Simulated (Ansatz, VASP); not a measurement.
# NaCl in VASP and in Ansatz

Contents of INCAR:

```
SYSTEM = NaCl
  ALGO = Normal
  EDIFF = 1E-6
  ENCUT = 520
  GGA = PE
  ISIF = 2
  ISMEAR = 0
  LASPH = .TRUE.
  LCHARG = .FALSE.
  LREAL = .FALSE.
  LWAVE = .FALSE.
  NBANDS = 14
  NELM = 100
  PREC = Accurate
  SIGMA = 0.01
```

KPOINTS

```
k-points
0
G
  7 7 7
  0 0 0
```

The input POSCAR:

```
NaCl
1.0
    2.8600000000      0.0000000000      0.0000000000
    0.0000000000      2.8600000000      0.0000000000
    0.0000000000      0.0000000000      2.8600000000
Na Cl
1 1
Direct
    0.0000000000      0.0000000000      0.0000000000
    0.5000000000      0.5000000000      0.5000000000
```

Input for Ansatz:

```yaml
crystal:
  lattice:
    - [2.86, 0.0, 0.0]
    - [0.0, 2.86, 0.0]
    - [0.0, 0.0, 2.86]
  atoms:
    - { symbol: Na, position: [0.0, 0.0, 0.0] }
    - { symbol: Cl, position: [0.5, 0.5, 0.5] }
kpoints:
  mp_grid:
    grid: [7, 7, 7]
    shift: [0.0, 0.0, 0.0]
hamiltonian:
  xc: pbe
scf:
  convergence:
    dr2_threshold: 1.0e-05
  lower_state_search: "off"
  occupations:
    method: fixed
output:
  stress: true
  eigenvalues: true
```

Measurements of this composition are mostly on another form, of space group No. 225.

Alike in both runs: task single point; functional PBE; k mesh 7 × 7 × 7; no spin polarisation.

|  | VASP | Ansatz |
| --- | --- | --- |
| version | VASP 6.6.1 | Ansatz 0.2.0 |
| potentials or method | VASP PAW PBE potentials, release 64 (Na_pv, Cl) | plane waves, PAW |
| plane-wave cutoff (eV) | 520 | 420 |
| occupations | gaussian, width 0.01 eV | fixed |
| valence electrons in the cell | 14 | 16 |

|  | VASP | Ansatz | Ansatz less VASP |
| --- | --- | --- | --- |
| gap on the k mesh at the Fermi level (eV) | 4.99 | 4.94 | -0.051 |

The two sets of potentials don't hold the same shells in valence. Ansatz warned: «stress_scf_threshold_loose».

Caveats: an odd mesh through Γ misses points on the zone boundary, where band edges often lie.
